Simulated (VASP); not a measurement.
## SnO (Romarchite): phonons with LDA

Crystal: SnO (Romarchite).

```
Sn O
1.0
     3.76763    0.00000    0.00000
     0.00000    3.76763    0.00000
     0.00000    0.00000    4.63410
Sn O
2 2
Direct
  0.50000 0.00000 0.24794
  0.00000 0.50000 0.75206
  0.00000 0.00000 0.00000
  0.50000 0.50000 0.00000
```

- Program: VASP 6.6.1
- Task: phonons
- Functional: LDA
- Potentials or basis: VASP PAW LDA potentials, release 64 (Sn_d, O)
- Cutoff: 600 eV
- k mesh: 8 × 8 × 6
- Occupations: gaussian, width 0.03 eV
- Spin: no spin polarisation
- By perturbation theory: no
- Further INCAR settings: ALGO = Fast; EDIFF = 1e-08; IBRION = 6; POTIM = 0.015; NSW = 1

```yaml
Highest_phonon_frequency_at_Γ_LO-TO_splitting_left_out: 475 cm⁻¹
```

Phonon frequencies in cm⁻¹ (negative: imaginary):
```tsv
q point	frequencies
(0.000, 0.000, 0.000)	0 0 0 120 120 215 281 281 360 369 475 475
```

It took 13 min on 2 MPI ranks on Intel(R) Xeon(R) Platinum 8259CL CPU @ 2.50GHz (Skylake/Cascade Lake) (shared host), peak memory 0.46 GiB a rank.
